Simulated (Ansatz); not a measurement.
The system is W.

```
W
1.0
    -1.58234    1.58234    1.58234
     1.58234   -1.58234    1.58234
     1.58234    1.58234   -1.58234
W
1
Direct
  0.00000 0.00000 0.00000
```

Base run:

| Item | Value |
| --- | --- |
| Program | Ansatz 0.2.0 |
| Functional | LDA |
| Potentials or basis | Ansatz PAW |
| Cutoff | 420 eV (not typed: the program's choice for these potentials) |
| k mesh | 12 × 12 × 12 |
| Occupations | fermi-dirac, width 0.05 eV |
| Spin | no spin polarisation |
| Hubbard terms | W d U = 5 eV |

Its results: band gap on the k mesh none (metal or under the smearing width); pressure -5.4 GPa.

Q: After a change of settings the same cell gave: band gap on the k mesh none (metal or under the smearing width); pressure 3.7 GPa. Which change was it?
A. hubbard terms from W d U = 5 eV to W d U = 8 eV
B. hubbard terms from W d U = 5 eV to none; hubbard projectors from ortho-atomic (the default) to none
C. hubbard terms from W d U = 5 eV to W d U = 2 eV

A: A.

Caveats: U without spin polarisation on a metal has little footing; the PAW data sets come from PBE, with cores solved anew for the run's functional, which leaves a small shift of forces and pressure; the U is typed as a test and isn't derived for this compound.
